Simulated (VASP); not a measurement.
# ZnS (F-43m) in VASP: band structure with PBE-EpsX

Aim: the band structure of ZnS with PBE-EpsX.

Program: VASP 6.6.1. These are calculated values, not measurements. Logs are shortened: lines on timing, memory, paths and dates and some standing lists are left out, and cuts for length are marked.

**What was measured.**

From “Electronic, vibrational, and thermodynamic properties of ZnS (zincblende and rocksalt structure)”, 2009, arxiv:0911.5022, for a bulk crystal of ZnS at 19 K: band gap 3.85 eV (direct).

The results are compared with them further down.

**1. The crystal as given**

Symmetry: F-43m, No. 216, cubic system. Conventional cell: a = 5.447 Å, b = 5.447 Å, c = 5.447 Å, α = 90.00°, β = 90.00°, γ = 90.00°. Zn (site symmetry -43m) has 4 S at 2.36 Å as nearest neighbours. S (site symmetry -43m) is surrounded by 4 Zn at 2.36 Å.

**2. Band structure, PBE-EpsX**

Contents of POSCAR:

```
ZnS                                     
1.0
    0.0000000000      2.7236257894      2.7236257894
    2.7236257894      0.0000000000      2.7236257894
    2.7236257894      2.7236257894      0.0000000000
  Zn              S             
     1     1
Direct
     0.2500000000000000    0.2500000000000000    0.2500000000000000
     0.0000000000000000    0.0000000000000000    0.0000000000000000
```

Contents of INCAR.step1:

```
PREC = Accurate
ENCUT = 520
EDIFF = 1E-8
ISMEAR = 0
SIGMA = 0.02
LREAL = False
LASPH = True
NELM = 100
ALGO = Normal
ISIF = 2
LWAVE = False
LCHARG = False
KPAR = 4
GGA = PE
LEPSILON = True
```

Contents of KPOINTS.step1:

```
Automatic mesh
0
G
  10 10 10
  0 0 0
```

Contents of INCAR.step2:

```
PREC = Accurate
ENCUT = 520
EDIFF = 1E-5
ISMEAR = 0
SIGMA = 0.02
LREAL = False
LASPH = True
NELM = 100
ALGO = Normal
ISIF = 2
LWAVE = True
LCHARG = False
NBANDS = 16
KPAR = 4
GGA = PE
```

Contents of KPOINTS.step2:

```
Automatic mesh
0
Gamma
  6 6 6
```

Contents of INCAR.step3:

```
PREC = Accurate
ENCUT = 520
EDIFF = 1E-7
ISMEAR = 0
SIGMA = 0.02
LREAL = False
LASPH = True
NELM = 100
ALGO = Normal
ISIF = 2
LWAVE = False
LCHARG = False
GGA = PE
LHFCALC = True
AEXX = 0.1681
PRECFOCK = Fast
HFRCUT = -1
NBANDS = 16
KPAR = 4
ISTART = 1
```

Contents of KPOINTS.step3:

```
Automatic mesh
0
Gamma
  6 6 6
```

Contents of KPOINTS_OPT:

```
path GXWKGLUWLK,UX
10
line-mode
reciprocal
 0.0000000000  0.0000000000  0.0000000000  G
 0.5000000000  0.0000000000  0.5000000000  X

 0.5000000000  0.0000000000  0.5000000000  X
 0.5000000000  0.2500000000  0.7500000000  W

 0.5000000000  0.2500000000  0.7500000000  W
 0.3750000000  0.3750000000  0.7500000000  K

 0.3750000000  0.3750000000  0.7500000000  K
 0.0000000000  0.0000000000  0.0000000000  G

 0.0000000000  0.0000000000  0.0000000000  G
 0.5000000000  0.5000000000  0.5000000000  L

 0.5000000000  0.5000000000  0.5000000000  L
 0.6250000000  0.2500000000  0.6250000000  U

 0.6250000000  0.2500000000  0.6250000000  U
 0.5000000000  0.2500000000  0.7500000000  W

 0.5000000000  0.2500000000  0.7500000000  W
 0.5000000000  0.5000000000  0.5000000000  L

 0.5000000000  0.5000000000  0.5000000000  L
 0.3750000000  0.3750000000  0.7500000000  K

 0.6250000000  0.2500000000  0.6250000000  U
 0.5000000000  0.0000000000  0.5000000000  X
```

Potentials or basis: VASP PAW PBE potentials, release 64 (Zn, S).

Started as:

```sh
> cat potpaw_PBE.64/Zn/POTCAR potpaw_PBE.64/S/POTCAR > POTCAR
> cp INCAR.step1 INCAR
> cp KPOINTS.step1 KPOINTS
> mpirun -np 4 vasp_std > vasp.out
> cp INCAR.step2 INCAR
> cp KPOINTS.step2 KPOINTS
> mpirun -np 4 vasp_std > vasp.out
> cp INCAR.step3 INCAR
> cp KPOINTS.step3 KPOINTS
> mpirun -np 4 vasp_std > vasp.out
```

OUTCAR:

```text
PREC = Accurate
   ENCUT = 520
   EDIFF = 1E-7
   ISMEAR = 0
   LREAL = False
   LASPH = True
   NELM = 100
   ISIF = 2
   GGA = PE
   LHFCALC = True
   AEXX = 0.1681
   PRECFOCK = Fast
   ISTART = 1

 ion  position               nearest neighbor table
   1  0.250  0.250  0.250-   2 2.36   2 2.36   2 2.36   2 2.36
   2  0.000  0.000  0.000-   1 2.36   1 2.36   1 2.36   1 2.36

  LATTYP: Found a face centered cubic cell.
 ALAT       =     5.4472515788

  Lattice vectors:

 A1 = (   0.0000000000,   2.7236257894,   2.7236257894)
 A2 = (   2.7236257894,   0.0000000000,   2.7236257894)
 A3 = (   2.7236257894,   2.7236257894,   0.0000000000)

Analysis of symmetry for initial positions (statically):
=====================================================================
 Subroutine PRICEL returns:
 Original cell was already a primitive cell.

 Routine SETGRP: Setting up the symmetry group for a
 face centered cubic supercell.

 Subroutine GETGRP returns: Found 24 space group operations
 (whereof 24 operations were pure point group operations)
 out of a pool of 48 trial point group operations.

The static configuration has the point symmetry T_d .

Analysis of symmetry for dynamics (positions and initial velocities):
=====================================================================
 Subroutine PRICEL returns:
 Original cell was already a primitive cell.

 Routine SETGRP: Setting up the symmetry group for a
 face centered cubic supercell.

 Subroutine GETGRP returns: Found 24 space group operations
 (whereof 24 operations were pure point group operations)
 out of a pool of 48 trial point group operations.

The dynamic configuration has the point symmetry T_d .

 Subroutine INISYM returns: Found 24 space group operations
 (whereof 24 operations are pure point group operations),
 and found     1 'primitive' translations

----------------------------------------------------------------------------------------

                                     Primitive cell

  volume of cell :      40.4085

  direct lattice vectors                    reciprocal lattice vectors
     0.000000000  2.723625789  2.723625789    -0.183578817  0.183578817  0.183578817
[... 81 lines left out ...]
   IBRION =     -1    ionic relax: 0-MD 1-quasi-New 2-CG
   NFREE  =      0    steps in history (QN), initial steepest desc. (CG)
   ISIF   =      2    stress and relaxation
   ISYM   =      3    0-nonsym 1-usesym 2-fastsym
   POTIM  = 0.5000    time-step for ionic-motion
   TEBEG  =    0.0;   TEEND  =   0.0 temperature during run
   PSTRESS=    0.0 pullay stress
   NELECT =      18.0000    total number of electrons
   NUPDOWN=      -1.0000    fix difference up-down
   EMIN   =  10.00;   EMAX   =-10.00  energy-range for DOS
   EFERMI =   0.00;   METHOD = LEGACY
   ISMEAR =     0;   SIGMA  =   0.02  broadening in eV -4-tet -1-fermi 0-gaus
   EFERMI_NEDOS =   21; number of points for ismear=-14 and -15
   IALGO  =     38    algorithm
   IMIX   =      1    mixing-type and parameters
     AMIX     =   0.40;   BMIX     =  1.00
     AMIX_MAG =   1.60;   BMIX_MAG =  1.00
  volume/ion in A,a.u.               =      20.20       136.34
  Fermi-wavevector in a.u.,A,eV,Ry     =   1.250283  2.362692 21.268721  1.563207
  Thomas-Fermi vector in A             =   2.384284
   LORBIT       =      0    0 simple, 1 ext, 2 COOP (PROOUT), +10 PAW based schemes
   GGA     = PE    functional components
   LHFCALC =     T    Hartree Fock is set to
   PRECFOCK=fast      Normal, Fast or Accurate (Low or Medium for compatibility)
   ENCUT4O =  -1.0   cutoff for four orbital integrals eV
   NKREDX  =     1    reduce k-point grid by
   NKREDY  =     1    reduce k-point grid by
   NKREDZ  =     1    reduce k-point grid by
   AEXX    =    0.1681 exact exchange contribution
   HFSCREEN=    0.0000 screening length (either q_TF or 0.3 A-1)
   HFSCREENC=   0.0000 screening length for correlation (either q_TF or 0.3 A-1)
   ENCUTFOCK=  -1.0 apply spherical cutoff to Coloumb kernel
   IVDW    =     0    specifies the selected vdW correction
   LEPSILON=     F    determine dielectric tensor
   LRPA    =     F    only Hartree local field effects (RPA)
 non-spin polarized calculation
 Gauss-broadening in eV      SIGMA  =   0.02
  energy-cutoff  :      520.00
  volume of cell :       40.41
 maximum number of plane-waves:      1113
 NGX is ok and might be reduce to    30
  NGX = 16; NGY = 16; NGZ = 16

 number of electron      18.0000007 magnetization

 Free energy of the ion-electron system (eV)
  ---------------------------------------------------
  ext. energy  EPLUGINS =         0.00000000
  ---------------------------------------------------
  free energy    TOTEN  =        -8.22574205 eV

  energy without entropy =       -8.22574205  energy(sigma->0) =       -8.22574205

 E-fermi :   1.2550     XC(G=0):  -8.1636

 val. band max:        1.1625638299   @ k =   0.0000   0.0000   0.0000
 cond. band min:       4.4168972379   @ k =   0.0000   0.0000   0.0000
 fundamental gap:      3.2543334081
 Fermi energy:         1.2549955402

 k-point     1 :       0.0000    0.0000    0.0000
  band No.  band energies     occupation
      1     -12.6569      2.00000
      2      -6.1402      2.00000
      3      -6.1402      2.00000
      4      -6.1402      2.00000
      5      -5.7069      2.00000
      6      -5.7069      2.00000
[... 281 lines left out ...]
      3      -5.8908      2.00000
      4      -5.7947      2.00000
      5      -5.6837      2.00000
      6      -5.3422      2.00000
[... 8 lines left out ...]
     15      16.6246      0.00000
     16      17.4194      0.00000

------------------------ aborting loop because EDIFF is reached ----------------------------------------

  FORCE on cell =-STRESS in cart. coord.  units (eV):
  Direction    XX          YY          ZZ          XY          YZ          ZX
  --------------------------------------------------------------------------------------
  -------------------------------------------------------------------------------------
  Total       -0.1905773     -0.1905773     -0.1905773     -0.0000000     -0.0000000      0.0000000
  in kB       -7.5563042     -7.5563042     -7.5563042     -0.0000000     -0.0000000      0.0000000
  external PRESSURE =      -7.5563042 kB  Pullay stress =       0.0000000 kB

 VOLUME and BASIS-vectors are now :
 -----------------------------------------------------------------------------
  energy-cutoff  :      520.00
  volume of cell :       40.41
      direct lattice vectors                 reciprocal lattice vectors
     0.000000000  2.723625789  2.723625789    -0.183578817  0.183578817  0.183578817
     2.723625789  0.000000000  2.723625789     0.183578817 -0.183578817  0.183578817
     2.723625789  2.723625789  0.000000000     0.183578817  0.183578817 -0.183578817

 POSITION                                       TOTAL-FORCE (eV/Angst)
 -----------------------------------------------------------------------------------
      1.36181      1.36181      1.36181         0.000000     -0.000000     -0.000000
      0.00000      0.00000      0.00000        -0.000000      0.000000      0.000000
 -----------------------------------------------------------------------------------
    total drift:                               -0.000018     -0.000015     -0.000008

  FREE ENERGIE OF THE ION-ELECTRON SYSTEM (eV)
  ---------------------------------------------------
  free  energy   TOTEN  =        -8.2257420490 eV

  energy  without entropy=       -8.2257420490  energy(sigma->0) =       -8.22574205
```

It took 11 min on 4 MPI ranks of Intel Xeon Platinum 8559C (Emerald Rapids), shared host; peak memory 0.34 GiB.

Results:

- Free energy: -8.2257 eV
- Pressure: -0.8 GPa
- Band gap on the k mesh: 3.25 eV, direct
- Band gap along the path: 3.25 eV, direct

Levels at the corners of the path, in eV from the valence-band top:
```csv
point,band 5,band 6,band 7,band 8,band 9,band 10,band 11,band 12,band 13,band 14
Γ,-6.87,-6.87,0.00,0.00,0.00,3.25,7.75,7.75,7.75,13.20
X,-6.80,-6.63,-4.80,-2.24,-2.24,4.57,5.34,12.34,13.46,13.46
X,-6.80,-6.63,-4.80,-2.24,-2.24,4.57,5.34,12.34,13.46,13.46
W,-6.89,-6.47,-4.68,-2.83,-2.74,6.91,7.42,9.22,9.52,13.90
W,-6.89,-6.47,-4.68,-2.83,-2.74,6.91,7.42,9.22,9.52,13.90
K,-6.84,-6.51,-4.74,-3.19,-1.83,5.35,7.28,10.72,11.22,12.03
K,-6.84,-6.51,-4.74,-3.19,-1.83,5.35,7.28,10.72,11.22,12.03
Γ,-6.87,-6.87,0.00,0.00,0.00,3.25,7.75,7.75,7.75,13.20
Γ,-6.87,-6.87,0.00,0.00,0.00,3.25,7.75,7.75,7.75,13.20
L,-6.84,-6.66,-5.39,-0.87,-0.87,4.55,8.26,8.26,10.16,13.50
L,-6.84,-6.66,-5.39,-0.87,-0.87,4.55,8.26,8.26,10.16,13.50
U,-6.84,-6.51,-4.74,-3.19,-1.83,5.35,7.28,10.72,11.22,12.03
U,-6.84,-6.51,-4.74,-3.19,-1.83,5.35,7.28,10.72,11.22,12.03
W,-6.89,-6.47,-4.68,-2.83,-2.74,6.91,7.42,9.22,9.52,13.90
W,-6.89,-6.47,-4.68,-2.83,-2.74,6.91,7.42,9.22,9.52,13.90
L,-6.84,-6.66,-5.39,-0.87,-0.87,4.55,8.26,8.26,10.16,13.50
L,-6.84,-6.66,-5.39,-0.87,-0.87,4.55,8.26,8.26,10.16,13.50
K,-6.84,-6.51,-4.74,-3.19,-1.83,5.35,7.28,10.72,11.22,12.03
U,-6.84,-6.51,-4.74,-3.19,-1.83,5.35,7.28,10.72,11.22,12.03
X,-6.80,-6.63,-4.80,-2.24,-2.24,4.57,5.34,12.34,13.46,13.46
```

Caveat: the PAW data sets were made with another functional, which shifts forces and pressure a little.

**3. Comparison with measurements**

Step 2. A measured gap of ZnS is 3.85 eV (direct; 19 K; quoted in “Electronic, vibrational, and thermodynamic properties of ZnS (zincblende and rocksalt structure)”, 2009, arxiv:0911.5022); the calculated 3.25 eV misses it by -0.60 eV. The value is that of PBE-EpsX, without temperature or zero-point motion.
